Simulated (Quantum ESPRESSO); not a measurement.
# AlN: dielectric tensor and Born charges under several settings

```xyz
2
Lattice="0.0000 2.1840 2.1840 2.1840 0.0000 2.1840 2.1840 2.1840 0.0000" Properties=species:S:1:pos:R:3 pbc="T T T"
Al    0.0000    0.0000    0.0000
N     1.0920    1.0920    1.0920
```

Measurements of this composition are mostly on another form, of space group No. 186.

All runs used Quantum ESPRESSO 7.5; k mesh 8 × 8 × 8, shifted; given cell; no spin polarisation; cutoff 612 eV; occupations smeared at first, fixed for the response.

| level | potentials | pressure (GPa) | ε∞ (diagonal) |
| --- | --- | --- | --- |
| LDA | GBRV 1.5 LDA | -2.8 | 4.58 |
| PBE | GBRV 1.5 PBE | ? | ? |
| PBEsol | GBRV 1.5 PBEsol | 1.7 | 4.64 |
| WC | GBRV 1.5 PBE | 2.3 | 4.64 |
| BLYP | GBRV 1.5 PBE | 9.4 | 4.39 |
| AM05 | GBRV 1.5 PBE | 2.5 | 4.67 |

Task: What stands in the row left open?

Result: Pressure 5.4 GPa; ε∞ 4.58.

Caveats: the potentials were made for another functional, which shifts forces and pressure (some runs); the cell is more than 3 GPa from zero pressure, which shifts response properties (some runs).

For the row left open. Caveat: the cell is more than 3 GPa from zero pressure, which shifts response properties.
